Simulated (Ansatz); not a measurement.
# ZnS (Wurtzite-4H) (P6_3mc) in Ansatz: further runs

Aim: see how the results for ZnS (Wurtzite-4H) move with the level of theory and the settings. Levels: PBEsol, BLYP. Tasks: band structure.

Program: Ansatz 0.2.0. These are calculated values, not measurements. Logs are shortened: lines on timing, memory, paths and dates and some standing lists are left out, and cuts for length are marked.

**The experiment to reproduce.**

A printed reference work, monograph reports, for a bulk crystal of ZnS at 4 K: band gap 3.911 eV (direct).

How close the calculation comes is told below.

### Step 1. The structure

Symmetry: P6_3mc, No. 186, hexagonal system. The conventional cell has a = 3.823 Å, b = 3.823 Å, c = 12.520 Å, α = 90.00°, β = 90.00°, γ = 120.00°. Around Zn (site symmetry 3m) lie 4 S at 2.34 to 2.35 Å. Zn (site symmetry 3m) is surrounded by 4 S at 2.34 to 2.35 Å. S (site symmetry 3m) is surrounded by 4 Zn at 2.34 to 2.35 Å. S (site symmetry 3m) has 4 Zn at 2.34 to 2.35 Å as nearest neighbours.

### Step 2. Band structure, PBEsol

Input file input.yaml:

```yaml
crystal:
  lattice:
    - [3.8227, 0.0, 0.0]
    - [-1.91135, 3.310555311, 0.0]
    - [0.0, 0.0, 12.52]
  atoms:
    - { symbol: Zn, position: [0.6666666667, 0.3333333333, 0.75] }
    - { symbol: Zn, position: [0.3333333333, 0.6666666667, 0.25] }
    - { symbol: Zn, position: [0.0, 0.0, 0.5] }
    - { symbol: Zn, position: [0.0, 0.0, 0.0] }
    - { symbol: S, position: [0.6666666667, 0.3333333333, 0.9375] }
    - { symbol: S, position: [0.3333333333, 0.6666666667, 0.4375] }
    - { symbol: S, position: [0.0, 0.0, 0.6875] }
    - { symbol: S, position: [0.0, 0.0, 0.1875] }
hamiltonian:
  xc: pbesol
  pseudopotentials: { kind: paw }
kpoints:
  mp_grid: { grid: [8, 8, 3] }
  band_path:
    path:
      - [[0.0, 0.0, 0.0], [0.5, 0.0, 0.0], [0.3333333333, 0.3333333333, 0.0], [0.0, 0.0, 0.0], [0.0, 0.0, 0.5], [0.5, 0.0, 0.5], [0.3333333333, 0.3333333333, 0.5], [0.0, 0.0, 0.5]]
      - [[0.5, 0.0, 0.5], [0.5, 0.0, 0.0]]
      - [[0.3333333333, 0.3333333333, 0.0], [0.3333333333, 0.3333333333, 0.5]]
    npoints: 10
scf:
  occupations: { method: fermi_dirac, width: 0.05 }
  n_extra_bands: 20
output:
  forces: true
  stress: true
  eigenvalues: true
  fatbands: true
```

Potentials or basis: Ansatz PAW.

On the command line:

```bash
ansatz run input.yaml --threads 2 --pin off --max-ram 5120MiB --backend cpu --events-out ev --progress --plain --runs-dir out
```

The program printed:

```text
Warning: RAYON_NUM_THREADS=2 ignored (pool sized by the plan → 2); use --threads N
scf.n_extra_bands = 20 over 36 filled bands (N_el = 72.0): the run solves 56 bands
Engine: ansatz 0.2.0, aarch64-unknown-linux-gnu
Pseudopotentials: kind: paw
Pseudopotential: Zn, paw, valence charge 12, recommended cutoff 420 eV (normal), Zn.paw.azcp
Pseudopotential: S, paw, valence charge 6, recommended cutoff 420 eV (normal), S.paw.azcp
Functional definition: PBEsol
  exchange = pbesol_x
  correlation = pbesol_c
Crystal: 8 atoms, lattice volume = 158.444 Å³
Basis set: ecut = 420 eV, 3077 PW (Γ), exchange–correlation on 54×54×180 points (8 copies of the dense FFT grid, shifted against one another)
Bands: 56, of which v1, the nominal top of the filled ones, is band 36 counted from 1 (35 counted from 0)
Symmetry: 12 space group operations
Space group: P63mc (ITA 186), of the structure as read, at distance tolerance 5.4e-5 Å
k-points: 20 of 192 (time reversal used)
Non-local potential: Zn, projectors of the file, l = 0: 2, l = 1: 2, l = 2: 3, l = 3: 1
Non-local potential: S, projectors of the file, l = 0: 2, l = 1: 2, l = 2: 2
PAW form: soft (Blöchl's): semilocal exchange-correlation on the pseudo side does not see the compensation charge
PAW frozen core: Zn, regenerated for the run's functional, and the local potential with it (the file was generated under x = pbe(κ = 0.804, μ = 0.2195149727645171), c = pbe(β = 0.06672455060314922))
PAW frozen core: S, regenerated for the run's functional, and the local potential with it (the file was generated under x = pbe(κ = 0.804, μ = 0.2195149727645171), c = pbe(β = 0.06672455060314922))
PAW one-centre angular grid: Zn, 590 points (default); XC on 64 Gauss nodes
PAW one-centre angular grid: S, 110 points (default); XC on 64 Gauss nodes
Initial density: superposition of atomic densities (neutral atoms: chi_scale 0, normalization atom), corrected by the library's trained network
Initial wavefunctions: pseudopotential atomic-orbital guess
Functional: x = pbesol(κ = 0.804, μ = 0.12345679012345678), c = pbesol(β = 0.046)
SCF iter   1: F=—  HF=-16669.736327 eV  |F-HF|=—  |Δ(HF+E_count)|=         —  Δρ=5.31e-3  dr2=5.34e-2  ethr=1.77e-3  ⟨swp⟩=7.5  Hψ=5548  notcnv=0  defer=85
preconditioner: auto → Resta (q_TF=auto, 2.392 Å⁻¹)  ε∞=4.8  [insulator: Δε(μ)=1.937 eV  Ē_g=12.915 eV  σ=0.050 eV  W_gap=1.00  n_scr=38 (ndim 8)  ℏωp=25.0 eV  f_vac=0.034  D(μ)=0.00/eV (n_scr^D=0)  ε∞_Penn≈4.8]
SCF iter   2: F=—  HF=-16669.721090 eV  |F-HF|=—  |Δ(HF+E_count)|=   1.52e-2  Δρ=1.99e-3  dr2=1.09e-2  ethr=7.42e-5  ⟨swp⟩=2.5  Hψ=2014  notcnv=0  defer=150
SCF iter   3: F=—  HF=-16669.719175 eV  |F-HF|=—  |Δ(HF+E_count)|=   1.91e-3  Δρ=1.50e-3  dr2=2.33e-3  ethr=1.51e-5  ⟨swp⟩=2.0  Hψ=1557  notcnv=0  defer=150
SCF iter   4: F=—  HF=-16669.718220 eV  |F-HF|=—  |Δ(HF+E_count)|=   9.55e-4  Δρ=3.88e-4  dr2=2.26e-4  ethr=3.24e-6  ⟨swp⟩=2.0  Hψ=1328  notcnv=0  defer=150
SCF iter   5: F=—  HF=-16669.718325 eV  |F-HF|=—  |Δ(HF+E_count)|=   1.05e-4  Δρ=1.19e-4  dr2=3.58e-5  ethr=3.14e-7  ⟨swp⟩=2.5  Hψ=1528  notcnv=0  defer=150
SCF iter   6: F=—  HF=-16669.718275 eV  |F-HF|=—  |Δ(HF+E_count)|=   5.04e-5  Δρ=4.23e-5  dr2=2.05e-6  ethr=4.97e-8  ⟨swp⟩=2.0  Hψ=1567  notcnv=0  defer=150
SCF iter   7: F=-16669.718278 eV  HF=-16669.718278 eV  |F-HF|=1.02e-7  |Δ(HF+E_count)|=   3.29e-6  Δρ=6.76e-6  dr2=9.32e-8  ethr=1.39e-10  ⟨swp⟩=10.1  Hψ=6401  notcnv=0
SCF 1 converged in 7 iterations: F = -16669.718278 eV  dr2 = 9.32e-8
NSCF: frozen V_eff on 93 k-points
SCF converged after 7 iterations
Free energy (F): -16669.718278 eV
Harris-Foulkes:  -16669.718278 eV  (|F-HF|=1.02e-7)
Internal energy: -16669.718278 eV  (E = F + TS)
E sigma→0 (E₀):  -16669.718278 eV
Fermi energy:    6.676422 eV
--- Per-component energies (eV) ---
  E_band       = 8.068179
  E_kinetic    = 951.354777
  E_local      = -8183.432819  (includes V_loc(G=0)·N_el)
  E_nonlocal   = 2576.546885
  E_hartree    = 3414.443573
  E_xc         = -926.603892
  E_vxc        = -558.846826  (∫ρ·V_xc dr)
  E_paw        = -9501.583318  (= ΣΔE_a)
  E_vpaw       = -1606.451499  (= ΣTr[D̂ρ^β])
  E_aug_tail   = -0.001442  (compensation charges beyond the density's cutoff)
  E_ewald      = -5003.879258
  E_core_change = 3.437217  (= ΣΔE_core)
  E_smearing   = -0.000000  (= −TS)
  E_closure    = -0.000000  (closes the sum)
  Σ components = -16669.718278   (vs F -16669.718278, Δ=0.00e0)
--- Forces (eV/Å), atoms counted from 1 ---
  atom   1  Zn     0.00000000    -0.00000000     0.00528688
  atom   2  Zn    -0.00000000     0.00000000     0.00528688
  atom   3  Zn    -0.00000000    -0.00000000     0.01935076
  atom   4  Zn     0.00000000     0.00000000     0.01935076
  atom   5  S      0.00000000    -0.00000000     0.01509918
  atom   6  S      0.00000000     0.00000000     0.01509918
  atom   7  S      0.00000000     0.00000000    -0.03972622
  atom   8  S      0.00000000    -0.00000000    -0.03972622
  max |Σ_I F_I| component: 2.12e-5 eV/Å
--- Stress (GPa, compression-positive) ---
       -2.172861      -0.000000       0.000000
        0.000000      -2.172861      -0.000000
       -0.000000       0.000000      -2.321486
  P = ⅓ Tr σ = -2.2224 GPa (-22.224 kbar)
--- Band table (eV; the first three rows and the last of 20) ---
  k-point 0: bands = ["-7.4949", "-7.0741", "-7.0621", "-6.5568", "-0.7155", "-0.7117", "-0.7117", "-0.6888", "-0.6757", "-0.6740", "-0.6740", "-0.6500", "-0.6500", "-0.6152", "-0.6152", "-0.2443", "-0.2443", "-0.2373", "-0.2373", "-0.2071", "-0.2071", "-0.1913", "-0.1913", "-0.0308", "0.3043", "2.7576", "2.7731", "4.7650", "4.7650", "5.1672", "5.1672", "5.1855", "5.1855", "5.6037", "5.6442", "5.6442", "7.6351", "8.7135", "8.9099", "9.1486", "11.8734", "11.8734", "11.9885", "12.1801", "12.1801", "12.2929", "12.4187", "12.6591", "12.6591", "12.8170", "12.8170", "14.5268", "16.0066", "16.0066", "16.3649", "16.3649"]
  k-point 1: bands = ["-7.4415", "-7.2900", "-6.8254", "-6.6317", "-0.7180", "-0.7163", "-0.7052", "-0.7052", "-0.6884", "-0.6884", "-0.6364", "-0.6364", "-0.6211", "-0.6211", "-0.5720", "-0.3335", "-0.2425", "-0.2425", "-0.2389", "-0.2389", "-0.2032", "-0.2032", "-0.1953", "-0.1953", "0.8348", "1.7131", "3.9059", "4.8177", "4.8177", "4.9651", "4.9651", "5.0014", "5.4014", "5.4014", "5.5770", "5.5770", "8.1393", "8.7674", "8.7733", "8.9548", "11.8228", "11.8641", "11.9550", "11.9550", "12.1136", "12.1136", "12.6706", "12.6706", "12.7551", "12.7551", "13.2977", "14.1641", "16.2231", "16.2231", "16.4709", "16.4709"]
  k-point 2: bands = ["-7.3896", "-6.9869", "-6.9749", "-6.4984", "-0.7232", "-0.7086", "-0.6939", "-0.6911", "-0.6901", "-0.6486", "-0.6357", "-0.6246", "-0.6235", "-0.6027", "-0.5847", "-0.2615", "-0.2529", "-0.2500", "-0.2290", "-0.2288", "-0.2085", "-0.2052", "-0.1854", "0.0084", "0.4587", "2.7127", "2.7296", "4.0024", "4.5067", "4.5203", "4.5565", "4.7927", "4.9770", "4.9893", "5.4700", "5.5141", "8.4444", "9.4122", "9.5523", "9.8155", "11.3383", "11.4315", "11.6875", "12.1454", "12.1828", "12.4445", "12.5686", "12.6126", "12.9690", "13.2259", "13.3561", "14.1632", "15.1474", "15.4622", "16.5205", "16.7903"]
  k-point 19: bands = ["-6.3933", "-6.3648", "-6.2945", "-6.2715", "-0.6498", "-0.6428", "-0.5671", "-0.5451", "-0.5265", "-0.5163", "-0.4721", "-0.4438", "-0.3522", "-0.3439", "-0.3080", "-0.2853", "-0.2469", "-0.2403", "-0.2170", "-0.2007", "-0.0099", "0.0187", "0.0679", "0.0896", "0.8565", "0.9124", "1.1172", "1.1819", "2.3625", "2.4644", "3.0037", "3.1751", "3.4643", "3.8395", "4.1618", "4.1681", "9.9276", "9.9897", "10.3847", "10.8571", "11.4269", "11.5011", "11.8326", "12.2005", "12.8273", "13.0941", "13.3939", "14.0530", "14.5401", "14.6508", "15.1901", "15.4183", "15.9495", "16.1840", "16.6919", "16.9255"]
```

Run time: 43 s. Hardware: 2 threads of Arm Neoverse V2, shared host; peak memory 0.66 GiB.

Results:

* Free energy: -16669.7183 eV
* Pressure: -2.2 GPa
* Largest force: 0.040 eV/Å
* Band gap on the k mesh: 1.99 eV, direct
* Band gap along the path: 1.99 eV, direct

Forces on the atoms (eV/Å):
```
Zn   0.000  0.000  0.005
Zn   0.000  0.000  0.005
Zn   0.000  0.000  0.019
Zn   0.000  0.000  0.019
S    0.000  0.000  0.015
S    0.000  0.000  0.015
S    0.000  0.000 -0.040
S    0.000  0.000 -0.040
```

Levels at the corners of the path, in eV from the valence-band top:
```csv
point,band 33,band 34,band 35,band 36,band 37,band 38,band 39,band 40
Γ,-0.46,-0.04,0.00,0.00,1.99,3.07,3.27,3.50
M,-1.61,-1.59,-1.12,-0.88,3.17,3.22,3.64,4.22
K,-2.32,-1.77,-1.77,-1.33,4.39,4.80,4.80,5.11
Γ,-0.46,-0.04,0.00,0.00,1.99,3.07,3.27,3.50
A,-0.14,-0.14,-0.14,-0.14,2.87,2.87,3.19,3.19
L,-1.52,-1.52,-1.11,-1.11,3.56,3.56,3.90,3.90
H,-1.82,-1.82,-1.62,-1.62,4.24,4.24,5.10,5.10
A,-0.14,-0.14,-0.14,-0.14,2.87,2.87,3.19,3.19
L,-1.52,-1.52,-1.11,-1.11,3.56,3.56,3.90,3.90
M,-1.61,-1.59,-1.12,-0.88,3.17,3.22,3.64,4.22
K,-2.32,-1.77,-1.77,-1.33,4.39,4.80,4.80,5.11
H,-1.82,-1.82,-1.62,-1.62,4.24,4.24,5.10,5.10
```

Caveat: the PAW data sets come from PBE, with cores solved anew for the run's functional, which leaves a small shift of forces and pressure.

### Step 3. Band structure, BLYP

input.yaml, as its differences from that of step 2:

```diff
@@ -15,3 +15,3 @@
 hamiltonian:
-  xc: pbesol
+  xc: blyp
   pseudopotentials: { kind: paw }
@@ -32,2 +32,2 @@
   eigenvalues: true
-  fatbands: true
+  fatbands: false
```

Potentials or basis: Ansatz PAW.

On the command line:

```bash
ansatz run input.yaml --threads 2 --pin off --max-ram 5120MiB --backend cpu --events-out ev --progress --plain --runs-dir out
```

Run time: 28 s. Hardware: 2 threads of Arm Neoverse V2, shared host; peak memory 0.66 GiB.

The run converged. Its results:

- Free energy: -16947.2130 eV
- Pressure: 5.1 GPa
- Largest force: 0.051 eV/Å
- Band gap on the k mesh: 2.11 eV, direct
- Band gap along the path: 2.11 eV, direct

Forces on the atoms (eV/Å):
```
Zn   0.000  0.000  0.006
Zn   0.000  0.000  0.006
Zn   0.000  0.000  0.032
Zn   0.000  0.000  0.032
S    0.000  0.000  0.013
S    0.000  0.000  0.013
S    0.000  0.000 -0.051
S    0.000  0.000 -0.051
```

Levels at the corners of the path, in eV from the valence-band top:
| point | band 32 | band 33 | band 34 | band 35 | band 36 | band 37 | band 38 | band 39 | band 40 | band 41 |
| --- | --- | --- | --- | --- | --- | --- | --- | --- | --- | --- |
| Γ | -0.45 | -0.45 | -0.04 | 0.00 | 0.00 | 2.11 | 3.18 | 3.37 | 3.60 | 6.37 |
| M | -1.57 | -1.56 | -1.55 | -1.08 | -0.86 | 3.34 | 3.44 | 3.82 | 4.41 | 4.90 |
| K | -2.42 | -2.24 | -1.72 | -1.72 | -1.30 | 4.52 | 4.95 | 4.95 | 5.34 | 5.34 |
| Γ | -0.45 | -0.45 | -0.04 | 0.00 | 0.00 | 2.11 | 3.18 | 3.37 | 3.60 | 6.37 |
| A | -0.74 | -0.14 | -0.14 | -0.14 | -0.14 | 2.96 | 2.96 | 3.30 | 3.30 | 6.32 |
| L | -2.00 | -1.47 | -1.47 | -1.08 | -1.08 | 3.73 | 3.73 | 4.07 | 4.07 | 4.75 |
| H | -2.67 | -1.76 | -1.76 | -1.58 | -1.58 | 4.47 | 4.47 | 5.17 | 5.17 | 6.12 |
| A | -0.74 | -0.14 | -0.14 | -0.14 | -0.14 | 2.96 | 2.96 | 3.30 | 3.30 | 6.32 |
| L | -2.00 | -1.47 | -1.47 | -1.08 | -1.08 | 3.73 | 3.73 | 4.07 | 4.07 | 4.75 |
| M | -1.57 | -1.56 | -1.55 | -1.08 | -0.86 | 3.34 | 3.44 | 3.82 | 4.41 | 4.90 |
| K | -2.42 | -2.24 | -1.72 | -1.72 | -1.30 | 4.52 | 4.95 | 4.95 | 5.34 | 5.34 |
| H | -2.67 | -1.76 | -1.76 | -1.58 | -1.58 | 4.47 | 4.47 | 5.17 | 5.17 | 6.12 |

Caveat: the PAW data sets come from PBE, with cores solved anew for the run's functional, which leaves a small shift of forces and pressure.

### Step 4. Against experiment

Step 2. A measured gap of ZnS is 3.911 eV (direct; 4 K; a printed reference work, monograph); the calculated 1.99 eV misses it by -1.92 eV. The value is that of PBEsol, without temperature or zero-point motion. Semilocal functionals fall short of measured gaps as a rule.

Step 3. Measured gap of ZnS: 3.911 eV (direct; 4 K; a printed reference work, monograph). This calculation gives 2.11 eV (-1.80 eV). The value is that of BLYP, without temperature or zero-point motion. Semilocal functionals fall short of measured gaps as a rule.
